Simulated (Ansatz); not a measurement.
**Ti: enthalpy against pressure**

Ti, Im-3m, a = 3.256 Å. This isn't the element's structure at ambient conditions. Ansatz: PBE, PAW, 420 eV, Γ-centred 18×18×18 mesh on 1 atom, Gaussian smearing 0.10 eV; no spin polarisation. Cell and atoms are relaxed at each pressure, and no other structure is tried, so the rows at high pressure may lie past a change of phase. y is the enthalpy over the state at zero pressure; there V0 = 17.251 Å³/atom. The pressures are the targets, met within 0.07 GPa.

```
P (GPa) y (eV/atom)
   -1.0      -0.1082
    0.0       0.0000
    1.0       0.1072
    4.0       0.4230
   12.0            ?
   25.0       2.4469
   50.0       4.5679
   90.0       7.5413
```

Fit y = c1 P + c2 P² + c3 P³ to the other rows, say what c1 and c2 mean, and predict the missing value.

Least squares on the rows shown. y = 0.10604 P − 0.00035234 P² + 1.1687×10⁻⁶ P³. Since dH/dP = V, c1 is V0: 0.10604 eV/GPa × 160.2 = 16.988 Å³ against 17.251; c2 = −V0/(2B0) gives B0 = 150 GPa, where a Birch–Murnaghan fit to the volumes of the same runs (not shown) gives 107 GPa: a cubic over this range folds the higher terms into c2. At P = 12.0 the fit asked for gives 1.2238 eV/atom. The run gave 1.2290 eV/atom, so the fit is 0.0052 eV/atom too low, 0.068 % of the span of the series, against an rms of 0.0022 eV/atom on the fitted rows. With a term in P⁴ added, a fit to the same known rows predicts 1.2292 eV/atom, so most of the miss is curvature that the known rows already hold.

The mesh isn't the same in all rows (18×18×18, 20×20×20).